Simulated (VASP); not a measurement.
Write the native input for VASP 6.6.1 that does the following.

| Quantity | Value |
| --- | --- |
| Task | band structure |
| Functional | SCAN |
| Potentials or basis | VASP PAW PBE potentials, release 64 (Ta_pv, N) |
| Cutoff | 520 eV |
| k mesh | 10 × 10 × 5 |
| Occupations | fermi-dirac, width 0.05 eV |
| Spin | no spin polarisation |
| Further INCAR settings | ALGO = Normal; EDIFF = 1e-07 |

The structure of TaN lies in POSCAR:

```
TaN
1.0
    2.9217699809      0.0000000000      0.0000000000
   -1.4608849905      2.5303270275      0.0000000000
    0.0000000000      0.0000000000      5.9165150000
Ta N
2 2
Direct
    0.0000000000      0.0000000000      0.5000000000
    0.0000000000      0.0000000000      0.0000000000
    0.3333333333      0.6666666667      0.2500000000
    0.6666666667      0.3333333333      0.7500000000
```

The cell comes from a database or a generator and needn't be the stable form of this composition.

These files were run (other wordings do the same):

INCAR

```
ALGO = Normal
EDIFF = 1E-7
ENCUT = 520
ISIF = 2
ISMEAR = -1
LASPH = T
LCHARG = F
LMAXMIX = 4
LMIXTAU = T
LREAL = F
LWAVE = F
METAGGA = SCAN
NELM = 80
PREC = Accurate
SIGMA = 0.05
```

KPOINTS

```
k-points
0
Gamma
  10 10 5
```

KPOINTS_OPT

```
path GMKGALHA,LM,KH
10
line-mode
reciprocal
 0.0000000000  0.0000000000  0.0000000000  G
 0.5000000000  0.0000000000  0.0000000000  M

 0.5000000000  0.0000000000  0.0000000000  M
 0.3333333333  0.3333333333  0.0000000000  K

 0.3333333333  0.3333333333  0.0000000000  K
 0.0000000000  0.0000000000  0.0000000000  G

 0.0000000000  0.0000000000  0.0000000000  G
 0.0000000000  0.0000000000  0.5000000000  A

 0.0000000000  0.0000000000  0.5000000000  A
 0.5000000000  0.0000000000  0.5000000000  L

 0.5000000000  0.0000000000  0.5000000000  L
 0.3333333333  0.3333333333  0.5000000000  H

 0.3333333333  0.3333333333  0.5000000000  H
 0.0000000000  0.0000000000  0.5000000000  A

 0.5000000000  0.0000000000  0.5000000000  L
 0.5000000000  0.0000000000  0.0000000000  M

 0.3333333333  0.3333333333  0.0000000000  K
 0.3333333333  0.3333333333  0.5000000000  H
```

Potentials or basis: VASP PAW PBE potentials, release 64 (Ta_pv, N).

Run with:

```console
$ cat potpaw_PBE.64/Ta_pv/POTCAR potpaw_PBE.64/N/POTCAR > POTCAR
$ mpirun -np 1 vasp_std > vasp.out
```

Results of the run:

```yaml
Pressure: -8.7 GPa
Band_gap_along_the_path: none (metal or under the smearing width)
```

Caveat: the PAW data sets were made with another functional, which shifts forces and pressure a little; spin-orbit coupling is left out, which moves the levels of the heavy elements.

Run time: 7.2 min on 1 thread of AMD EPYC 7R13 Processor (Zen 3) (shared host), peak memory 0.16 GiB.
